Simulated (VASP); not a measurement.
Set up this calculation in VASP 6.6.1, as the native input.

```yaml
Task: single point
Functional: PBEsol
Potentials_or_basis: VASP PAW PBE potentials, release 64 (Mg, Si)
Cutoff: 520 eV
k_mesh: 18 × 18 × 14
Occupations: gaussian, width 0.15 eV
Spin: no spin polarisation
Dipole_correction: no
Further_INCAR_settings: ALGO = Fast; EDIFF = 1e-06; NBANDS = 10
```

The structure of MgSi lies in POSCAR:

```
MgSi
1.0
    2.7369035402      0.0000000000      0.0000000000
    0.0000000000      2.7369035402      0.0000000000
    0.0000000000      0.0000000000      4.6337671787
Mg Si
1 1
Direct
    0.0000000000      0.0000000000      0.0000000000
    0.5000000000      0.5000000000      0.5000000000
```

The cell comes from a database or a generator and needn't be the stable form of this composition.

One way to write it, as run:

INCAR

```
SYSTEM = MgSi
PREC = Accurate ; ENCUT = 520
EDIFF = 1E-6 ; ISMEAR = 0
SIGMA = 0.15 ; LREAL = .FALSE.
LASPH = .TRUE. ; NELM = 100
ALGO = Fast ; ISIF = 2
LWAVE = .FALSE. ; LCHARG = .FALSE.
GGA = PS ; NBANDS = 10
```

KPOINTS

```
regular mesh
0
G
  18 18 14
  0 0 0
```

Potentials or basis: VASP PAW PBE potentials, release 64 (Mg, Si).

Command:

```bash
$ cat potpaw_PBE.64/Mg/POTCAR potpaw_PBE.64/Si/POTCAR > POTCAR
$ mpirun -np 1 vasp_std > vasp.out
```

It gave:

| Quantity | Value |
| --- | --- |
| Pressure | -1.4 GPa |
| Band gap on the k mesh | none (metal or under the smearing width) |

Caveat: the PAW data sets were made with another functional, which shifts forces and pressure a little.

Wall time 38 s on 1 thread of Intel(R) Xeon(R) 6975P-C (Granite Rapids) (shared host), peak memory 0.27 GiB.
